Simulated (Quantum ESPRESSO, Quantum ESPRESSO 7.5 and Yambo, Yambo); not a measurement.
## GaN (F-43m): G0W0 on several meshes in Yambo

Aim: the GW shift of GaN (F-43m) against the k mesh.

Program: Quantum ESPRESSO 7.5 and Yambo 5.3.0. Level of theory: PBE and many-body steps on it, plane waves. Results are calculated unless marked as measured.

**1. Set-up**

It takes space group F-43m (No. 216, cubic). Conventional cell: a = 4.507 Å, b = 4.507 Å, c = 4.507 Å, α = 90.00°, β = 90.00°, γ = 90.00°. Nearest to Ga lie 4 N at 1.95 Å. Nearest to N lie 4 Ga at 1.95 Å. Farther neighbours and most contacts between anions are not listed.

The cell and positions are those that the Materials Project relaxed with its own functionals (PBE, PBE+U or r2SCAN), kept fixed. This is not the form that GaN usually takes at ambient conditions.

**2. Empty states on the mesh, 6×6×6 mesh, 283 bands**

This step: Quantum ESPRESSO 7.5; DFT, PBE, plane waves, norm-conserving pseudopotentials.

The sums over transitions need many empty states on a uniform mesh; this step solves for them.

The input, pw.in:

```
&control
  calculation = 'nscf'
  prefix = 'x'
  outdir = 'o'
  pseudo_dir = 'pseudo'
/
&system
  ibrav = 0
  nat = 2
  ntyp = 2
  ecutwfc = 104.0
  nbnd = 283
  force_symmorphic = .true.
/
&electrons
  conv_thr = 1e-9
  electron_maxstep = 80
  diago_full_acc = .true.
  diago_thr_init = 5e-6
/
ATOMIC_SPECIES
  Ga 69.723 Ga.upf
  N 14.007 N.upf
CELL_PARAMETERS angstrom
  0.0000000000 2.2535006075 2.2535006075
  2.2535006075 0.0000000000 2.2535006075
  2.2535006075 2.2535006075 0.0000000000
ATOMIC_POSITIONS crystal
  Ga 0.0000000000 0.0000000000 0.0000000000
  N 0.7500000000 0.7500000000 0.7500000000
K_POINTS automatic
  6 6 6 0 0 0
```

Started as:

```
$ OMP_NUM_THREADS=1 mpirun -n 8 pw.x -nk 4 -in pw.in > pw.out
```

The log of the run:

```text
Program PWSCF v.7.5 starts

     This program is part of the open-source Quantum ESPRESSO suite
     for quantum simulation of materials; please cite
         "P. Giannozzi et al., J. Phys.:Condens. Matter 21 395502 (2009);
         "P. Giannozzi et al., J. Phys.:Condens. Matter 29 465901 (2017);
         "P. Giannozzi et al., J. Chem. Phys. 152 154105 (2020);
     in publications or presentations arising from this work. More details at

     Atomic positions and unit cell read from directory:
     o/x.save/

     Message from routine setup:
[...]
k = 0.2357 0.2357-0.2357 (  2785 PWs)   bands (ev):

[...]
111.0167 111.0167 114.8925 117.2165 117.2165 118.2751 119.1766 120.6201
     [... 24 further rows ...]
   291.6721 292.0375 292.3890 293.0109 293.0109 293.8725 295.5233 295.5233
   297.0843 297.4880 297.4880

          k =-0.3536-0.3536 0.3536 (  2788 PWs)   bands (ev):

     [... further k-points ...]

     highest occupied, lowest unoccupied level (ev):    11.6293   13.3821

     XML data file, pseudopotentials, collected wavefunctions

=------------------------------------------------------------------------------=
   JOB DONE.
=------------------------------------------------------------------------------=
```

Run time: 26 s. Hardware: 8 MPI ranks of Arm Neoverse V1, shared host; peak memory 0.7 GiB; 3.5 min of CPU time.

Numbers from this step:

| Quantity | Value |
| --- | --- |
| gap | 1.753 eV |
| k of the valence top | 0, 0, 0 |
| k of the conduction bottom | 0, 0, 0 |
| least direct gap | 1.753 eV |
| k points computed | 16 |
| lowest point of the top converged band, above the valence top | 281.5670 eV |

On this mesh the gap is 1.753 eV.

The density comes from a self-consistent run that is not shown.

**3. Conversion and set-up**

This step: Yambo 5.3.0; conversion and set-up on PBE, plane waves, norm-conserving pseudopotentials.

The states are converted to the many-body program's format and the q mesh is built.

Started as:

```
$ (cd o/x.save; p2y > p2y.log; mv SAVE ../..); yambo > setup.log
```

The log of the run:

```text
 Yambo, version 5.3.0

 [02] CORE Variables Setup
 =========================

  [02.01] Unit cells
  ==================

  Cell kind             :  FCC
  Atoms in the cell     :  Ga  N
  number of Ga atoms    :  1
  number of N  atoms    :  1

  List of atomic masses
  Mass of Ga    :  69.72300
  Mass of N     :  14.00700

  List of atomic coordinates    : [cc]
  Ga1       :  0.000000  0.000000  0.000000  order 1
  N1       :  6.387748  6.387748  6.387748  order 2

  Alat factors          :  4.258499  4.258499  4.258499 [a.u.]
  Direct lattice volume :  154.4542 [a.u.]
[...]
Q [ 1]         [rlu]:  0.000000  0.000000  0.000000
 Q [ 2]         [rlu]:  0.28534E-17  0.28534E-17  0.16667
 Q [ 3]         [rlu]:  0.57068E-17  0.57068E-17  0.33333
[...]
Q [ 8]         [rlu]: -0.21514E-16  0.16667     -0.33333
 Q [ 9]         [rlu]:  0.32371E-17  0.16667     -0.16667
 Q [10]         [rlu]: -0.57063E-17  0.33333      0.33333
     [... 4 further rows ...]
 Q [15]         [rlu]:  0.166667  0.333333 -0.333333
 Q [16]         [rlu]:  0.166667 -0.500000 -0.333333

  [03.01] X indexes
  =================

   [03.01.01] Sigma indexes
   ========================

 [06] Game Over & Game summary
```

Wall time 2.7 s (1 MPI rank); peak memory 0.24 GiB.

**4. 6×6×6**

G0W0 replaces the xc potential by the self-energy, built once from these orbitals. Only a window of levels is corrected, while the sums run over the empty bands that the input names.

This step: G0W0 on PBE, plane waves, norm-conserving pseudopotentials.

The input, gw2.in:

```
HF_and_locXC
gw0
dyson
ppa
em1d
rim_cut
RandQpts= 1000000
RandGvec= 1 RL
EXXRLvcs= 104 Ry
VXCRLvcs= 416 Ry
Chimod= "HARTREE"
% BndsRnXp
 1 | 123 |
%
NGsBlkXp= 17 Ry
% LongDrXp
 1 | 1 | 1 |
%
% GbndRnge
 1 | 123 |
%
DysSolver= "n"
ExtendOut
PPAPntXp= 27.21138 eV
% QPkrange
 1 | 1 | 12 | 15 |
%
```

Started as:

```
$ OMP_NUM_THREADS=1 mpirun -n 8 yambo -F gw2.in -J gw2 -C gw2 > gw2.log
```

The log of the run:

```text
 Yambo, version 5.3.0

 [02] CORE Variables Setup
 =========================

  [... cell, symmetries and grids as in the set-up ...]

  [02.05] Energies & Occupations
  ==============================

  [X] === General ===
  [X] Electronic Temperature                        :  0.000000  0.000000 [eV K]
  [X] Bosonic    Temperature                        :  0.000000  0.000000 [eV K]
  [X] Finite Temperature mode                       : no
  [X] El. density                                   :  0.11360E+25 [cm-3]
  [X] Fermi Level                                   :  11.62933 [eV]

  [X] === Gaps and Widths ===
  [X] Conduction Band Min                           :  1.752814 [eV]
  [X] Valence Band Max                              :  0.000000 [eV]
  [X] Filled Bands                                  :  13
  [X] Empty Bands                                   :   14  283
  [X] Direct Gap                                    :  1.752814 [eV]
  [X] Direct Gap localized at k                     :  1
  [X] Indirect Gap                                  :  1.752814 [eV]
  [X] Indirect Gap between kpts                     :  1  1
  [X] Last valence band width                       :  3.416006 [eV]
  [X] 1st conduction band width                     :  4.787586 [eV]

 [03] Transferred momenta grid and indexing
 ==========================================

 IBZ Q-points                                      :  16
 BZ  Q-points                                      :  216

 K/Q-points units:
 rlu = crystal or reduced units; cc = cartesian coordinates; iku = interal k-units

 Q [ 1]         [rlu]:  0.000000  0.000000  0.000000
 Q [ 2]         [rlu]:  0.28534E-17  0.28534E-17  0.16667
 Q [ 3]         [rlu]:  0.57068E-17  0.57068E-17  0.33333
 Q [ 4]         [rlu]: -0.21514E-16 -0.21514E-16 -0.50000
 Q [ 5]         [rlu]: -0.28532E-17  0.16667      0.16667
 Q [ 6]         [rlu]: -0.16186E-17  0.16667      0.33333
 Q [ 7]         [rlu]: -0.41609E-17  0.16667      0.50000
 Q [ 8]         [rlu]: -0.21514E-16  0.16667     -0.33333
 Q [ 9]         [rlu]:  0.32371E-17  0.16667     -0.16667
 Q [10]         [rlu]: -0.57063E-17  0.33333      0.33333
     [... 4 further rows ...]
 Q [15]         [rlu]:  0.166667  0.333333 -0.333333
 Q [16]         [rlu]:  0.166667 -0.500000 -0.333333

 [04] Coloumb potential Random Integration (RIM)
 ===============================================

  [04.01] RIM initialization
  ==========================

  * Diagonal components only detected *

  8 x (sBL volume)        :  0.059481 [a.u.]
  sBZ random points       :  1000000
  Points outside the sBZ  :   7996195
  RL volume               :  1.605979 [a.u.]
  Integrated volume       :  1.606744 [a.u.]

  [04.02] RIM integrals
  =====================

  Gamma point sphere radius             :  0.070807 [a.u.]
  Points outside the sphere             :   799659
  [Int_sBZ(q=0) 1/q^2]*(Vol_sBZ)^(-1/3) =:  7.764404
                                 should be <:  7.795600

  Summary of Coulomb integrals for non-metallic bands |Q|[au] RIM/Bare

  Q [1] 0.100000E-4 0.995998 * Q [2] 0.212962 1.064319
  Q [5] 0.245908 1.063520 * Q [9] 0.347766 1.026772
  Q [6] 0.407792 1.019084 * Q [3] 0.425925 1.016617
  Q [10] 0.491815 1.013507 * Q [8] 0.535943 1.011324
  Q [14] 0.549866 1.010344 * Q [7] 0.602348 1.008581
  Q [11] 0.638887 1.007858 * Q [4] 0.638887 1.008039
  Q [12] 0.695532 1.006949 * Q [15] 0.727405 1.006369
  Q [13] 0.737723 1.006174 * Q [16] 0.777628 1.005499

 [WARNING] [Xp] User bands 1-123 break level degeneracy

 [05] Dipoles
 ============

  [05.01] Setup: observables and procedures
  =========================================

 [06] Dynamic Dielectric Matrix (PPA)
 ====================================

 [SLK-Inversion]  Pools        :  2
 [SLK-Inversion]  BLACS grid   :  2  2

 [WR./gw2//ndb.pp]---------------------------------------------------------------
  Brillouin Zone Q/K grids (IBZ/BZ)                :   16  216   16  216
  RL vectors                                       :   3527 [WF]
  Coulomb cutoff potential                         : none
  Electronic Temperature                           :  0.000000 [K]
  Bosonic    Temperature                           :  0.000000 [K]
  PPA    diel. fun.  energies                      : Perdew, Burke & Ernzerhof(X)+Perdew, Burke & Ernzerhof(C)
  wavefunctions                                    : Perdew, Burke & Ernzerhof(X)+Perdew, Burke & Ernzerhof(C)
  Global Gauge                                     : length
  X matrix size                                    :  181
  X band range                                     :    1  123
  X e/h energy range                               : -1.000000 -1.000000 [eV]
  X Time ordering                                  : R
  X Hxc Kernel                                     : HARTREE
  X Drude frequency                                :  0.000000  0.000000
  X poles                                          :  100.0000 [o/o]
  RL vectors in the sum                            :   3527
  [r,Vnl] included                                 : yes
  Field direction                                  :  0.577350E-5  0.577350E-5  0.577350E-5
  BZ energy Double Grid                            : no
  BZ energy DbGd points                            : 0
  BZ Q point size factor                           : -1.000000
  X Optical Averaged directions                    : none

 [07] Local Exchange-Correlation + Non-Local Fock
 ================================================

 [VXC] Plane waves :  22219
 [EXS] Plane waves :  2741

 QP @ state[ 1 ] K range:  1  1
 QP @ state[ 1 ] b range:  12  15

 [xc] Functional : Perdew, Burke & Ernzerhof(X)+Perdew, Burke & Ernzerhof(C)
 [xc] LIBXC used to calculate xc functional
  PP Number of Atomic Species                      :  2
  NLCC RL compoments                               :  22219
  PP Number of Atomic Species                      :  2
  NLCC RL compoments                               :  22219

 [xc] E_xc :  -24.11718 [Ha]
      E_xc :  -48.23436 [Ry]

  Local XC kind (lXC) : Perdew, Burke & Ernzerhof(X)+Perdew, Burke & Ernzerhof(C)
  Non-Local XC kind (nlXC) : Hartree-Fock

  Corrections @ K [1] :  [eV]
 <12|nlXC|12> = -22.48274  0.58459E-17 <12|lXC|12> = -19.09337  0.94408E-16
 <13|nlXC|13> = -22.48272  0.13475E-16 <13|lXC|13> = -19.09337  0.37763E-15
 <14|nlXC|14> = -10.17454  0.52323E-17 <14|lXC|14> = -14.15864  0.000000
 <15|nlXC|15> = -7.066182 -0.14226E-17 <15|lXC|15> = -13.05010  0.000000

 [08] Dyson equation: Newton solver
 ==================================

  [08.01] G0W0 (W PPA)
  ====================

  [  GW  ] Bands range     :    1  123
  [GW/PPA] G damping       :  0.100000 [eV]

  QP @ state[ 1 ] K range:  1  1
  QP @ state[ 1 ] b range:  12  15

   Sc/G bands                                       :    1  123
   Sc/G damping                                     :  0.100000 ev
   Sc bands terminator                              : no
   Sx RL components                                 :  2741

   QP @ state[ 1 ] K range                          :  1  1
   QP @ state[ 1 ] b range                          :  12  15
   GF energies kind                                 : Perdew, Burke & Ernzerhof(X)+Perdew, Burke & Ernzerhof(C)
   GF WF`s kind                                     : Perdew, Burke & Ernzerhof(X)+Perdew, Burke & Ernzerhof(C)
   Xs energies kind                                 : Perdew, Burke & Ernzerhof(X)+Perdew, Burke & Ernzerhof(C)
   Xs WF`s kind                                     : Perdew, Burke & Ernzerhof(X)+Perdew, Burke & Ernzerhof(C)

 [11] Game Over & Game summary
```

Wall time 3 min (8 MPI ranks); peak memory 3.4 GiB.

This step gave:

```yaml
g0w0_gap_on_the_points_computed: 2.610 eV
starting_gap_on_the_mesh: 1.753 eV
k_of_the_valence_top: 0, 0, 0
k_of_the_conduction_bottom: 0, 0, 0
least_direct_g0w0_gap_on_the_computed_points: 2.610 eV
z_at_the_valence_top: 0.7887
z_at_the_conduction_bottom: 0.8160
```

The gap on the mesh goes from 1.75 eV to 2.61 eV, a correction of +0.86 eV.

**5. Empty states on the mesh, 4×4×4 mesh, 123 bands**

This step: Quantum ESPRESSO 7.5; DFT, PBE, plane waves, norm-conserving pseudopotentials.

Edit pw.in of step 2 so:

```diff
@@ -11,3 +11,3 @@
   ecutwfc = 104.0
-  nbnd = 283
+  nbnd = 123
   force_symmorphic = .true.
@@ -31,2 +31,2 @@
 K_POINTS automatic
-  6 6 6 0 0 0
+  4 4 4 0 0 0
```

Started as:

```
$ OMP_NUM_THREADS=1 mpirun -n 8 pw.x -nk 4 -in pw.in > pw.out
```

The log of the run:

```text
[banner, memory and clock lines left out]
Program PWSCF v.7.5 starts

     Atomic positions and unit cell read from directory:
     o/x.save/

     Message from routine setup:
     using ibrav=0 with symmetry is DISCOURAGED, use correct ibrav instead

     bravais-lattice index     =            0
     lattice parameter (alat)  =       6.0224  a.u.
     unit-cell volume          =     154.4542 (a.u.)^3
     number of atoms/cell      =            2
     number of atomic types    =            2
     number of electrons       =        26.00
[...]
k = 0.1768 0.1768-0.1768 (  2764 PWs)   bands (ev):

[...]
[... 4 further rows ...]
[...]
161.9751 163.2536 165.1165

          k =-0.3536-0.3536 0.3536 (  2788 PWs)   bands (ev):

[...]
108.5791 111.5520 111.5520 112.3678 112.5857 112.5857 113.7239 118.5280
     [... 4 further rows ...]
   153.7087 153.7087 155.3660 155.3660 160.8175 163.9793 164.8762 164.8762
   165.5833 165.5833 166.2908

          k = 0.3536 0.0000 0.0000 (  2786 PWs)   bands (ev):

     [... further k-points ...]

     highest occupied, lowest unoccupied level (ev):    11.6293   13.3821

     XML data file, pseudopotentials, collected wavefunctions
```

Wall time 4 s (8 MPI ranks); peak memory 0.46 GiB; 32 s of CPU time.

Numbers from this step:

| Quantity | Value |
| --- | --- |
| gap | 1.753 eV |
| k of the valence top | 0, 0, 0 |
| k of the conduction bottom | 0, 0, 0 |
| least direct gap | 1.753 eV |
| k points computed | 8 |
| lowest point of the top converged band, above the valence top | 152.1522 eV |

On this mesh the gap is 1.753 eV.

**6. Conversion and set-up**

This step: Yambo 5.3.0; conversion and set-up on PBE, plane waves, norm-conserving pseudopotentials.

Started as:

```
$ (cd o/x.save; p2y > p2y.log; mv SAVE ../..); yambo > setup.log
```

The log of the run:

```text
 Yambo, version 5.3.0

 [02] CORE Variables Setup
 =========================

  [02.01] Unit cells
  ==================

  Cell kind             :  FCC
  Atoms in the cell     :  Ga  N
  number of Ga atoms    :  1
  number of N  atoms    :  1

  List of atomic masses
  Mass of Ga    :  69.72300
  Mass of N     :  14.00700

  List of atomic coordinates    : [cc]
  Ga1       :  0.000000  0.000000  0.000000  order 1
  N1       :  6.387748  6.387748  6.387748  order 2

  Alat factors          :  4.258499  4.258499  4.258499 [a.u.]
  Direct lattice volume :  154.4542 [a.u.]
[...]
==========================================

 IBZ Q-points                                      :   8
 BZ  Q-points                                      :   64

 K/Q-points units:
 rlu = crystal or reduced units; cc = cartesian coordinates; iku = interal k-units

 Q [1]          [rlu]:  0.000000  0.000000  0.000000
 Q [2]          [rlu]:  0.10757E-16  0.10757E-16  0.25000
 Q [3]          [rlu]: -0.21514E-16 -0.21514E-16 -0.50000
[...]
Q [7]          [rlu]:  0.46183E-16 -0.50000     -0.50000
 Q [8]          [rlu]:  0.250000 -0.500000 -0.250000

  [03.01] X indexes
  =================

   [03.01.01] Sigma indexes
   ========================

 [06] Game Over & Game summary
```

Elapsed: 2.4 s, on 1 MPI rank; peak memory 0.24 GiB.

(Part 1 of 2 ends here.)

[Paths, hosts, dates, memory and timing lines, banners, echoed tables and standing remarks are left out of the program output.]

[Logs are printed without paths, hosts, clocks, repeated set-up lines and the standing remarks that a program may print on its own settings, such as how far it seeks lower states.]

[Runs of the session that timed out or met a known fault of the program may be left out.]

[Hosts, paths, dates, database ids (printed as entryN), source tags and the programs' standing remarks are cut or masked in the printed files.]
